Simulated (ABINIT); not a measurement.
A run of ABINIT 10.8.3 (patched build) is set up as follows.

The input run.abi:

```
# Pseudopotentials
pp_dirpath "./"
pseudos "Hg.GGA_PBE-JTH.xml"

# Structure
structure "poscar:POSCAR"
natom 1
chkprim 0
chksymtnons 0
tolsym 1.0e-6

# Plane-wave basis
ecut 19.0
pawecutdg 38.0

# k points
kptopt 1
ngkpt 9 9 9
nshiftk 1
shiftk 0.0 0.0 0.0

# Exchange and correlation
ixc 11

# Bands and occupations
nband 10
occopt 3
tsmear 0.00183747

# SCF cycle
nstep 100
tolvrs 1.0e-9

# Output
iomode 3
prtwf 0
prteig 0
prtebands 0
prtden 1
prtvha 1
prtvclmb 1
prtpot 1
```

File POSCAR:

```
Hg
1.0
    2.1243184923     -2.6725824964      0.0000000000
    2.1243184923      2.6725824964      0.0000000000
   -2.1151288124      0.0000000000      2.8921990043
Hg
1
Direct
    0.0000000000      0.0000000000      0.0000000000  Hg
```

Potentials or basis: JTH PAW PBE v2.0.

The run is started by

```sh
$ abinit run.abi > log 2>&1
```

(1) Predict the pressure.

(2) Estimate the band gap on the k mesh.

Results:

(1) -0.6 GPa.

(2) none (metal or under the smearing width).
